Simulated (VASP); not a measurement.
# VASP 6.6.1 run: ZnS

INCAR

```
SIGMA = 0.02
LWAVE = .FALSE.
ISMEAR = -1
LASPH = .TRUE.
PREC = Accurate
IBRION = -1
NSW = 0
NBANDS = 16
ISIF = 2
LREAL = .FALSE.
NELM = 120
ENCUT = 520
EDIFF = 1E-7
LCHARG = .FALSE.
IVDW = 20
GGA = PE
```

KPOINTS

```
KPOINTS created by Atomic Simulation Environment
0
Gamma
8 8 8
0 0 0
```

POSCAR

```
Zn S
 1.0000000000000000
     0.0000000000000000    2.6940858314999998    2.7479675482000001
     2.6940858314999998    0.0000000000000000    2.7479675482000001
     2.6940858314999998    2.6940858314999998    0.0000000000000000
 Zn  S
   1   1
Cartesian
  0.0000000000000000  0.0000000000000000  0.0000000000000000
  1.3470429157499999  1.3470429157499999  1.3739837741000001
```

The recommended PBE PAW datasets give the neutral cell 18 valence electrons.

Command

```
mpirun -np 1 vasp_std
```

Problem. How does this run end, and what does it give?

Solution. It converged. Results: gap between bands v and c on the k mesh 2.04 eV; least direct gap on the k mesh 2.04 eV; pressure 0.0 GPa. Band v is the last that the valence electrons fill when counted band by band, and c is the next.

OSZICAR

```
N       E                     dE             d eps       ncg     rms          rms(c)
DAV:   1     0.880461286258E+02    0.88046E+02   -0.88979E+03  1896   0.133E+03
DAV:   2    -0.156779806444E+01   -0.89614E+02   -0.84018E+02  2224   0.259E+02
DAV:   3    -0.721725284238E+01   -0.56495E+01   -0.56280E+01  2320   0.630E+01
DAV:   4    -0.727618530755E+01   -0.58932E-01   -0.58920E-01  2360   0.679E+00
DAV:   5    -0.727687487617E+01   -0.68957E-03   -0.68956E-03  2408   0.694E-01    0.674E+00
DAV:   6    -0.686972060730E+01    0.40715E+00   -0.73568E-01  2848   0.298E+01    0.528E+00
DAV:   7    -0.684974421247E+01    0.19976E-01   -0.24551E-01  2232   0.444E+00    0.268E+00
DAV:   8    -0.684903201654E+01    0.71220E-03   -0.50556E-03  2544   0.829E-01    0.697E-01
DAV:   9    -0.684928712012E+01   -0.25510E-03   -0.12117E-03  2240   0.280E-01    0.992E-02
DAV:  10    -0.684946024310E+01   -0.17312E-03   -0.23845E-04  2368   0.137E-01    0.509E-02
DAV:  11    -0.684945115312E+01    0.90900E-05   -0.35312E-05  2200   0.811E-02    0.773E-03
DAV:  12    -0.684945187042E+01   -0.71730E-06   -0.42933E-06  2688   0.211E-02    0.532E-03
DAV:  13    -0.684945193015E+01   -0.59731E-07   -0.84579E-07  2312   0.781E-03
   1 F= -.73368002E+01 E0= -.73368002E+01  d E =-.920806E-11
```

For comparison, a separate PBE run of the intended cell, on usual settings and not on those above, gives a gap of 2.04 eV on its mesh and a pressure of 0.9 GPa.
